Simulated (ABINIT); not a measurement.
# AlN (F-43m): a self-consistent loop beyond G0W0, cycle by cycle, part 2 of 3

How far does self-consistency move the gap of AlN (F-43m)?

ABINIT 10.8.3; LDA and many-body steps on it, plane waves. Known limits of the many-body steps: not at the basis limit.

So far. Step 5 (evGW0, cycle 1): Against G0W0 in ABINIT (6×6×6 mesh, 104 bands, screening to 244.9 eV, Godby-Needs plasmon pole), the gap moves by +0.369 eV. This first cycle still uses the starting levels; it takes the full correction, at all points of the mesh, and its linearised value is 4.750 eV. Step 6 (evGW0, cycle 2): Against the cycle before, the gap moves by −0.100 eV.

### 7. evGW0, cycle 3

Level of this step: evGW0 on LDA, plane waves, norm-conserving pseudopotentials (ABINIT).

The input, run.abi:

```
acell 3*1.0 Angstrom
rprim 
  -0.000000000000 2.183993559600 2.183993559600
  2.183993559600 -0.000000000000 2.183993559600
  2.183993559600 2.183993559600 -0.000000000000
ntypat 2
znucl 13 7
natom 2
typat 1 2
xred 
  0.000000000000 0.000000000000 0.000000000000
  0.750000000000 0.750000000000 0.750000000000
pp_dirpath "pseudos"
pseudos "Al.upf, N.upf"
ecut 36
ngkpt 6 6 6
nshiftk 1
shiftk 0 0 0
kptopt 1
chksymbreak 0
istwfk *1
occopt 1
irdwfk 1
optdriver 4
nband 104
gwcalctyp 10
ecutsigx 36
symsigma 1
nkptgw 16
kptgw 
  0.0000000000 0.0000000000 0.0000000000
  0.1666666667 0.0000000000 0.0000000000
  0.3333333333 0.0000000000 0.0000000000
  0.5000000000 0.0000000000 0.0000000000
  0.1666666667 0.1666666667 0.0000000000
  0.3333333333 0.1666666667 0.0000000000
  0.5000000000 0.1666666667 0.0000000000
  -0.3333333333 0.1666666667 0.0000000000
  -0.1666666667 0.1666666667 0.0000000000
  0.3333333333 0.3333333333 0.0000000000
  0.5000000000 0.3333333333 0.0000000000
  -0.3333333333 0.3333333333 0.0000000000
  0.5000000000 0.5000000000 0.0000000000
  0.5000000000 0.3333333333 0.1666666667
  -0.3333333333 0.3333333333 0.1666666667
  -0.3333333333 0.5000000000 0.1666666667
bdgw 
  1 13
  1 13
  1 13
  1 13
  1 13
  1 13
  1 13
  1 13
  1 13
  1 13
  1 13
  1 13
  1 13
  1 13
  1 13
  1 13
ecuteps 9
irdscr 1
ppmodel 1
irdqps 1
indata_prefix "in"
outdata_prefix "out"
tmpdata_prefix "tmp"
```

Started as:

```sh
$ OMP_NUM_THREADS=1 mpirun -n 4 abinit run.abi > log
```

Output:

```text
.Version 10.8.3 of ABINIT. v10.8.2 released Aug 2026.

 Symmetries : space group F-4 3 m (#216); Bravais cF (face-center cubic)
[... echo of the input left out ...]
== DATASET  1 ==================================================================
-   mpi_nproc: 4, omp_nthreads: 1 (-1 if OMP is not activated)

--- !DatasetInfo
iteration_state: {dtset: 1, }
dimensions: {natom: 2, nkpt: 16, mband: 104, nsppol: 1, nspinor: 1, nspden: 1, mpw: 1464, }
cutoff_energies: {ecut:  36.0, pawecutdg:  -1.0, }
[...]
.  kptgw no:  3; Maximum DeltaE = (  -0.040  -0.023) for band index: 12
[...]
.  kptgw no: 15; Maximum DeltaE = (  -0.048   0.002) for band index: 11
.  kptgw no: 16; Maximum DeltaE = (  -0.144  -0.014) for band index: 13

== END DATASET(S) ==============================================================
================================================================================

 -outvars: echo values of variables after computation  --------
           etotal      0.0000000000E+00
            nband         104
             nkpt          16
          spgroup         216
 [... the other variables as echoed above ...]

 Calculation completed.
```

It took 8.6 min on 4 MPI ranks of Arm Neoverse V2, shared host; peak memory 0.99 GiB.

This step gave:

- quasiparticle gap on the mesh: 5.020 eV
- gap of the density functional on the mesh: 3.259 eV
- k of the valence top: 0, 0, 0
- k of the conduction bottom: 0.5, 0.5, 0
- least direct quasiparticle gap on the computed points: 6.068 eV

Against the cycle before, the gap moves by +0.001 eV.

### 8. Screening, 6×6×6 mesh, 104 bands, screening to 244.9 eV

This step: RPA screening on LDA, plane waves, norm-conserving pseudopotentials.

The input, run.abi:

```
acell 3*1.0 Angstrom
rprim 
  -0.000000000000 2.183993559600 2.183993559600
  2.183993559600 -0.000000000000 2.183993559600
  2.183993559600 2.183993559600 -0.000000000000
ntypat 2
znucl 13 7
natom 2
typat 1 2
xred 
  0.000000000000 0.000000000000 0.000000000000
  0.750000000000 0.750000000000 0.750000000000
pp_dirpath "pseudos"
pseudos "Al.upf, N.upf"
ecut 36
ngkpt 6 6 6
nshiftk 1
shiftk 0 0 0
kptopt 1
chksymbreak 0
istwfk *1
occopt 1
irdwfk 1
optdriver 3
nband 104
ecuteps 9
inclvkb 2
awtr 1
symchi 1
gwcalctyp 10
mbpt_sciss 2.104 eV
nqptdm 1
qptdm 
  0 0 0
indata_prefix "in"
outdata_prefix "out"
tmpdata_prefix "tmp"
```

Output:

```text
.Version 10.8.3 of ABINIT. v10.8.2 released Aug 2026.

 Symmetries : space group F-4 3 m (#216); Bravais cF (face-center cubic)
[... echo of the input left out ...]
== DATASET  1 ==================================================================
-   mpi_nproc: 4, omp_nthreads: 1 (-1 if OMP is not activated)

--- !DatasetInfo
iteration_state: {dtset: 1, }
dimensions: {natom: 2, nkpt: 16, mband: 104, nsppol: 1, nspinor: 1, nspden: 1, mpw: 1464, }
cutoff_energies: {ecut:  36.0, pawecutdg:  -1.0, }
electrons: {nelect:   8.00000000E+00, charge:   0.00000000E+00, occopt:   1.00000000E+00, tsmear:   1.00000000E-02, }

 SCREENING: Calculation of the susceptibility and dielectric matrices

 Based on a program developped by R.W. Godby, V. Olevano, G. Onida, and L. Reining.
 Incorporated in ABINIT by V. Olevano, G.-M. Rignanese, and M. Torrent.
.Using double precision arithmetic ; gwpc =  8

[... cell and pseudopotentials left out ...]
--------------------------------------------------------------------------------

 ==== K-mesh for the wavefunctions ====
 Number of points in the irreducible wedge :    16
[... list of points left out ...]
 Together with 24 symmetry operations and time-reversal symmetry
 yields   216 points in the full Brillouin Zone.

 ==== Q-mesh for the screening function ====
 Number of points in the irreducible wedge :    16
[... list of points left out ...]
 Together with 24 symmetry operations and time-reversal symmetry
 yields   216 points in the full Brillouin Zone.

 setmesh: FFT mesh size selected  =    24x   24x   24
          total number of points  =        13824

 vcoul_init : cutoff-mode = AUXILIARY_FUNCTION
 q-points for optical limit:   1
     1)      0.000010    0.000020    0.000030

 Dielectric matrix will be calculated only for some
 selected q points provided by the user through the input variables
 nqptdm and qptdm

- screening: taking advantage of time-reversal symmetry
- Maximum band index for partially occupied states nbvw = 4
- Remaining bands to be divided among processors   nbcw = 100
- Number of bands treated by each node ~25

 rdqps: reading QP wavefunctions of the previous step
        looking for file in_QPS
 file not found, 1st iteration initialized with KS eigenelements

 screening : performing a first self-consistency
 update of the energies in W by a scissor operator
 applying a scissor operator of [eV] :   2.104

 Number of electrons calculated from density =    8.0000; Expected =    8.0000
 average of density, n =  0.056900
 r_s =    1.6129
 omega_plasma =   23.0097 [eV]

 calculating chi0 at frequencies [eV] :
  1    0.000000E+00    0.000000E+00
  2    0.000000E+00    2.300966E+01

--------------------------------------------------------------------------------
  q-point number  1        q = ( 0.000000, 0.000000, 0.000000) [r.l.u.]
--------------------------------------------------------------------------------
[... chi0 elements left out ...]
 For q-point:  0.000010 0.000020 0.000030
  dielectric constant =   3.7709
  dielectric constant without local fields =   4.0947

  Average fulfillment of the sum rule on Im[epsilon] for q-point    1 :     93.51  [%]
[... wings left out ...]
== END DATASET(S) ==============================================================
================================================================================

 -outvars: echo values of variables after computation  --------
           etotal      0.0000000000E+00
            nband         104
             nkpt          16
          spgroup         216
 [... the other variables as echoed above ...]

 Calculation completed.
```

Run time: 3.5 s. Hardware: 4 MPI ranks; peak memory 0.67 GiB; 12 s of CPU time.

Numbers from this step:

```
ε∞ with local fields, on this mesh, along the program's q direction : 3.771
the same without local fields                                       : 4.095
plasma frequency                                                    : 23.01 eV
plane waves in the screening matrix                                 : 169
```

This screening uses the functional's bands under a rigid shift, the mean opening of the cycle before.

### 9. Screening, 6×6×6 mesh, 104 bands, screening to 244.9 eV

This step: RPA screening on LDA from quasiparticle energies, plane waves, norm-conserving pseudopotentials.

Edit run.abi of step 8 so:

```diff
@@ -29,7 +29,21 @@
 symchi 1
+irdqps 1
 gwcalctyp 10
-mbpt_sciss 2.104 eV
-nqptdm 1
+nqptdm 15
 qptdm 
-  0 0 0
+  0.1666666667 0.0000000000 0.0000000000
+  0.3333333333 0.0000000000 0.0000000000
+  0.5000000000 0.0000000000 0.0000000000
+  0.1666666667 0.1666666667 0.0000000000
+  0.3333333333 0.1666666667 0.0000000000
+  0.5000000000 0.1666666667 0.0000000000
+  -0.3333333333 0.1666666667 0.0000000000
+  -0.1666666667 0.1666666667 0.0000000000
+  0.3333333333 0.3333333333 0.0000000000
+  0.5000000000 0.3333333333 0.0000000000
+  -0.3333333333 0.3333333333 0.0000000000
+  0.5000000000 0.5000000000 0.0000000000
+  0.5000000000 0.3333333333 0.1666666667
+  -0.3333333333 0.3333333333 0.1666666667
+  -0.3333333333 0.5000000000 0.1666666667
 indata_prefix "in"
```

The input, mrgscr.stdin:

```
2
merged
q0_SCR
out_SCR
1
```

Started as:

```sh
$ OMP_NUM_THREADS=1 mpirun -n 4 abinit run.abi > log; mrgscr < mrgscr.stdin
```

Output:

```text
.Version 10.8.3 of ABINIT. v10.8.2 released Aug 2026.

 Symmetries : space group F-4 3 m (#216); Bravais cF (face-center cubic)
[... echo of the input left out ...]
== DATASET  1 ==================================================================
-   mpi_nproc: 4, omp_nthreads: 1 (-1 if OMP is not activated)

--- !DatasetInfo
iteration_state: {dtset: 1, }
dimensions: {natom: 2, nkpt: 16, mband: 104, nsppol: 1, nspinor: 1, nspden: 1, mpw: 1464, }
cutoff_energies: {ecut:  36.0, pawecutdg:  -1.0, }
[...]
q-point number  1        q = ( 0.166667, 0.000000, 0.000000) [r.l.u.]
--------------------------------------------------------------------------------
[... chi0 elements left out ...]
  Average fulfillment of the sum rule on Im[epsilon] for q-point    2 :    108.90  [%]

--------------------------------------------------------------------------------
  q-point number  2        q = ( 0.333333, 0.000000, 0.000000) [r.l.u.]
--------------------------------------------------------------------------------
[... chi0 elements left out ...]
  Average fulfillment of the sum rule on Im[epsilon] for q-point    3 :    102.32  [%]

 [... 13 further q-points ...]
```

Run time: 36 s. Hardware: 4 MPI ranks; peak memory 0.75 GiB.

Numbers from this step:

```yaml
plasma_frequency: 23.01 eV
plane_waves_in_the_screening_matrix: 169
```

This screening reads the quasiparticle levels of the cycle before.

### 10. evGW, cycle 1

This step: evGW on LDA, plane waves, norm-conserving pseudopotentials.

Edit run.abi of step 9 so:

```diff
@@ -23,12 +23,10 @@
 irdwfk 1
-optdriver 3
+optdriver 4
 nband 104
-ecuteps 9
-inclvkb 2
-awtr 1
-symchi 1
-irdqps 1
 gwcalctyp 10
-nqptdm 15
-qptdm 
+ecutsigx 36
+symsigma 1
+nkptgw 16
+kptgw 
+  0.0000000000 0.0000000000 0.0000000000
   0.1666666667 0.0000000000 0.0000000000
@@ -48,2 +46,23 @@
   -0.3333333333 0.5000000000 0.1666666667
+bdgw 
+  1 13
+  1 13
+  1 13
+  1 13
+  1 13
+  1 13
+  1 13
+  1 13
+  1 13
+  1 13
+  1 13
+  1 13
+  1 13
+  1 13
+  1 13
+  1 13
+ecuteps 9
+irdscr 1
+ppmodel 1
+irdqps 1
 indata_prefix "in"
```

Started as:

```sh
$ OMP_NUM_THREADS=1 mpirun -n 4 abinit run.abi > log
```

Output:

```text
.Version 10.8.3 of ABINIT. v10.8.2 released Aug 2026.

 Symmetries : space group F-4 3 m (#216); Bravais cF (face-center cubic)
[... echo of the input left out ...]
== DATASET  1 ==================================================================
-   mpi_nproc: 4, omp_nthreads: 1 (-1 if OMP is not activated)

--- !DatasetInfo
iteration_state: {dtset: 1, }
dimensions: {natom: 2, nkpt: 16, mband: 104, nsppol: 1, nspinor: 1, nspden: 1, mpw: 1464, }
cutoff_energies: {ecut:  36.0, pawecutdg:  -1.0, }
[...]
.  kptgw no:  3; Maximum DeltaE = (  -0.557   0.016) for band index:  1
[...]
.  kptgw no: 15; Maximum DeltaE = (   0.561   0.001) for band index: 13
.  kptgw no: 16; Maximum DeltaE = (   0.661   0.001) for band index: 13

== END DATASET(S) ==============================================================
================================================================================

 -outvars: echo values of variables after computation  --------
           etotal      0.0000000000E+00
            nband         104
             nkpt          16
          spgroup         216
 [... the other variables as echoed above ...]

 Calculation completed.
```

Elapsed: 8.6 min, on 4 MPI ranks; peak memory 0.99 GiB.

This step gave:

| Item | Value |
| --- | --- |
| quasiparticle gap on the mesh | 5.443 eV |
| gap of the density functional on the mesh | 3.259 eV |
| k of the valence top | 0, 0, 0 |
| k of the conduction bottom | 0.5, 0.5, 0 |
| least direct quasiparticle gap on the computed points | 6.495 eV |

Against G0W0 in ABINIT (6×6×6 mesh, 104 bands, screening to 244.9 eV, Godby-Needs plasmon pole), the gap moves by +0.693 eV.

### 11. Screening, 6×6×6 mesh, 104 bands, screening to 244.9 eV

This step: RPA screening on LDA, plane waves, norm-conserving pseudopotentials.

The input, run.abi:

```
acell 3*1.0 Angstrom
rprim 
  -0.000000000000 2.183993559600 2.183993559600
  2.183993559600 -0.000000000000 2.183993559600
  2.183993559600 2.183993559600 -0.000000000000
ntypat 2
znucl 13 7
natom 2
typat 1 2
xred 
  0.000000000000 0.000000000000 0.000000000000
  0.750000000000 0.750000000000 0.750000000000
pp_dirpath "pseudos"
pseudos "Al.upf, N.upf"
ecut 36
ngkpt 6 6 6
nshiftk 1
shiftk 0 0 0
kptopt 1
chksymbreak 0
istwfk *1
occopt 1
irdwfk 1
optdriver 3
nband 104
ecuteps 9
inclvkb 2
awtr 1
symchi 1
gwcalctyp 10
mbpt_sciss 2.568 eV
nqptdm 1
qptdm 
  0 0 0
indata_prefix "in"
outdata_prefix "out"
tmpdata_prefix "tmp"
```

Output:

```text
.Version 10.8.3 of ABINIT. v10.8.2 released Aug 2026.

 Symmetries : space group F-4 3 m (#216); Bravais cF (face-center cubic)
[... echo of the input left out ...]
== DATASET  1 ==================================================================
-   mpi_nproc: 4, omp_nthreads: 1 (-1 if OMP is not activated)

--- !DatasetInfo
iteration_state: {dtset: 1, }
dimensions: {natom: 2, nkpt: 16, mband: 104, nsppol: 1, nspinor: 1, nspden: 1, mpw: 1464, }
cutoff_energies: {ecut:  36.0, pawecutdg:  -1.0, }
[...]
[... chi0 elements left out ...]
 For q-point:  0.000010 0.000020 0.000030
  dielectric constant =   3.6641
  dielectric constant without local fields =   3.9688

  Average fulfillment of the sum rule on Im[epsilon] for q-point    1 :     94.44  [%]
[... wings left out ...]
== END DATASET(S) ==============================================================
================================================================================

 -outvars: echo values of variables after computation  --------
           etotal      0.0000000000E+00
            nband         104
             nkpt          16
          spgroup         216
 [... the other variables as echoed above ...]

 Calculation completed.
```

The job ended after 3.2 s (4 MPI ranks; peak memory 0.72 GiB; 12 s of CPU time).

Numbers from this step:

```
ε∞ with local fields, on this mesh, along the program's q direction : 3.664
the same without local fields                                       : 3.969
plasma frequency                                                    : 23.01 eV
plane waves in the screening matrix                                 : 169
```

This screening uses the functional's bands under a rigid shift, the mean opening of the cycle before.

### 12. Screening, 6×6×6 mesh, 104 bands, screening to 244.9 eV

This step: RPA screening on LDA from quasiparticle energies, plane waves, norm-conserving pseudopotentials.

Edit run.abi of step 11 so:

```diff
@@ -29,7 +29,21 @@
 symchi 1
+irdqps 1
 gwcalctyp 10
-mbpt_sciss 2.568 eV
-nqptdm 1
+nqptdm 15
 qptdm 
-  0 0 0
+  0.1666666667 0.0000000000 0.0000000000
+  0.3333333333 0.0000000000 0.0000000000
+  0.5000000000 0.0000000000 0.0000000000
+  0.1666666667 0.1666666667 0.0000000000
+  0.3333333333 0.1666666667 0.0000000000
+  0.5000000000 0.1666666667 0.0000000000
+  -0.3333333333 0.1666666667 0.0000000000
+  -0.1666666667 0.1666666667 0.0000000000
+  0.3333333333 0.3333333333 0.0000000000
+  0.5000000000 0.3333333333 0.0000000000
+  -0.3333333333 0.3333333333 0.0000000000
+  0.5000000000 0.5000000000 0.0000000000
+  0.5000000000 0.3333333333 0.1666666667
+  -0.3333333333 0.3333333333 0.1666666667
+  -0.3333333333 0.5000000000 0.1666666667
 indata_prefix "in"
```

mrgscr.stdin is that of step 9.

Started as:

```sh
$ OMP_NUM_THREADS=1 mpirun -n 4 abinit run.abi > log; mrgscr < mrgscr.stdin
```

Output:

```text
.Version 10.8.3 of ABINIT. v10.8.2 released Aug 2026.

 Symmetries : space group F-4 3 m (#216); Bravais cF (face-center cubic)
[... echo of the input left out ...]
== DATASET  1 ==================================================================
-   mpi_nproc: 4, omp_nthreads: 1 (-1 if OMP is not activated)

--- !DatasetInfo
iteration_state: {dtset: 1, }
dimensions: {natom: 2, nkpt: 16, mband: 104, nsppol: 1, nspinor: 1, nspden: 1, mpw: 1464, }
cutoff_energies: {ecut:  36.0, pawecutdg:  -1.0, }
[...]
q-point number  1        q = ( 0.166667, 0.000000, 0.000000) [r.l.u.]
--------------------------------------------------------------------------------
[... chi0 elements left out ...]
  Average fulfillment of the sum rule on Im[epsilon] for q-point    2 :    112.00  [%]

--------------------------------------------------------------------------------
  q-point number  2        q = ( 0.333333, 0.000000, 0.000000) [r.l.u.]
--------------------------------------------------------------------------------
[... chi0 elements left out ...]
  Average fulfillment of the sum rule on Im[epsilon] for q-point    3 :    104.52  [%]

 [... 13 further q-points ...]
```

Elapsed: 35 s, on 4 MPI ranks; peak memory 0.75 GiB.

This step gave:

```yaml
plasma_frequency: 23.01 eV
plane_waves_in_the_screening_matrix: 169
```

This screening reads the quasiparticle levels of the cycle before.

### 13. evGW, cycle 2

This step: evGW on LDA, plane waves, norm-conserving pseudopotentials.

Edit run.abi of step 12 so:

```diff
@@ -23,12 +23,10 @@
 irdwfk 1
-optdriver 3
+optdriver 4
 nband 104
-ecuteps 9
-inclvkb 2
-awtr 1
-symchi 1
-irdqps 1
 gwcalctyp 10
-nqptdm 15
-qptdm 
+ecutsigx 36
+symsigma 1
+nkptgw 16
+kptgw 
+  0.0000000000 0.0000000000 0.0000000000
   0.1666666667 0.0000000000 0.0000000000
@@ -48,2 +46,23 @@
   -0.3333333333 0.5000000000 0.1666666667
+bdgw 
+  1 13
+  1 13
+  1 13
+  1 13
+  1 13
+  1 13
+  1 13
+  1 13
+  1 13
+  1 13
+  1 13
+  1 13
+  1 13
+  1 13
+  1 13
+  1 13
+ecuteps 9
+irdscr 1
+ppmodel 1
+irdqps 1
 indata_prefix "in"
```

Started as:

```sh
$ OMP_NUM_THREADS=1 mpirun -n 4 abinit run.abi > log
```

Output:

```text
.Version 10.8.3 of ABINIT. v10.8.2 released Aug 2026.

 Symmetries : space group F-4 3 m (#216); Bravais cF (face-center cubic)
[... echo of the input left out ...]
== DATASET  1 ==================================================================
-   mpi_nproc: 4, omp_nthreads: 1 (-1 if OMP is not activated)

--- !DatasetInfo
iteration_state: {dtset: 1, }
dimensions: {natom: 2, nkpt: 16, mband: 104, nsppol: 1, nspinor: 1, nspden: 1, mpw: 1464, }
cutoff_energies: {ecut:  36.0, pawecutdg:  -1.0, }
[...]
.  kptgw no:  3; Maximum DeltaE = (   0.053   0.001) for band index: 10
[...]
.  kptgw no: 15; Maximum DeltaE = (  -0.051   0.000) for band index:  1
.  kptgw no: 16; Maximum DeltaE = (   0.047  -0.004) for band index:  9

== END DATASET(S) ==============================================================
================================================================================

 -outvars: echo values of variables after computation  --------
           etotal      0.0000000000E+00
            nband         104
             nkpt          16
          spgroup         216
 [... the other variables as echoed above ...]

 Calculation completed.
```

Wall time 8.6 min (4 MPI ranks); peak memory 0.99 GiB.

Numbers from this step:

| Property | Result |
| --- | --- |
| quasiparticle gap on the mesh | 5.509 eV |
| gap of the density functional on the mesh | 3.259 eV |
| k of the valence top | 0, 0, 0 |
| k of the conduction bottom | 0.5, 0.5, 0 |
| least direct quasiparticle gap on the computed points | 6.553 eV |

Against the cycle before, the gap moves by +0.066 eV.

(Continued in part 3 of 3.)

[Paths, hosts, dates, memory and timing lines, banners, echoed tables and standing remarks are left out of the program output.]

[Logs are printed without paths, hosts, clocks, repeated set-up lines and the standing remarks that a program may print on its own settings, such as how far it seeks lower states.]

[Runs of the session that timed out or met a known fault of the program may be left out.]

[Hosts, paths, dates, database ids (printed as entryN), source tags and the programs' standing remarks are cut or masked in the printed files.]

[G0W0 gaps are taken among the corrected bands and points alone; a level outside them can change the order at an edge.]

[Where Ansatz stands beside ABINIT at settings called matched, ABINIT's density can come from a denser mesh and the files from another edition; pairs whose starting gaps differed by over 0.03 eV were left out, so agreement reads better than it is.]
